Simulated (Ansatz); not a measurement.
**SnTe under changes of volume**

One of the cells (31.281 Å³/atom); the others are scaled copies at fixed shape and fractional positions:

```
CELL_PARAMETERS angstrom
0.00000 3.15085 3.15085
3.15085 0.00000 3.15085
3.15085 3.15085 0.00000
ATOMIC_POSITIONS crystal
Te 0.50000 0.50000 0.50000
Sn 0.00000 0.00000 0.00000
```

```yaml
Program: Ansatz 0.2.0
Functional: rPW86-PBE
Dispersion: rVV10
Potentials_or_basis: Ansatz PAW
Cutoff: "420 eV (not typed: the program's choice for these potentials)"
k_mesh: 7 × 7 × 7
Occupations: fermi-dirac, width 0.05 eV
Spin: no spin polarisation
```

| volume (Å³/atom) | energy over the lowest point (meV/atom) | pressure (GPa) |
| --- | --- | --- |
| 29.404 | ? | ? |
| 30.030 | 62.35 | 6.1 |
| 30.656 | 41.15 | 4.8 |
| 31.281 | 24.76 | 3.6 |
| 31.907 | 12.70 | 2.6 |
| 32.532 | 4.57 | 1.6 |
| 33.158 | 0.00 | 0.7 |

**Question.** What does the run at 29.404 Å³/atom give?

**Answer.** Energy over the lowest point 88.85 meV/atom; pressure 7.5 GPa.

Worked out: A Birch-Murnaghan fit of order 3 (a polynomial in V^(-2/3)) to the other rows has its minimum at 33.75 Å³/atom, just outside them, with B0 = V·E''(V) = 41 GPa and B' = 4.2. It gives 88.86 meV/atom at 29.404 Å³/atom, against the run's 88.85, and -dE/dV = 7.5 GPa, against 7.5.

Energies are extrapolated to zero smearing.

Caveats: the PAW data sets come from PBE, with cores solved anew for the run's functional, which leaves a small shift of forces and pressure.
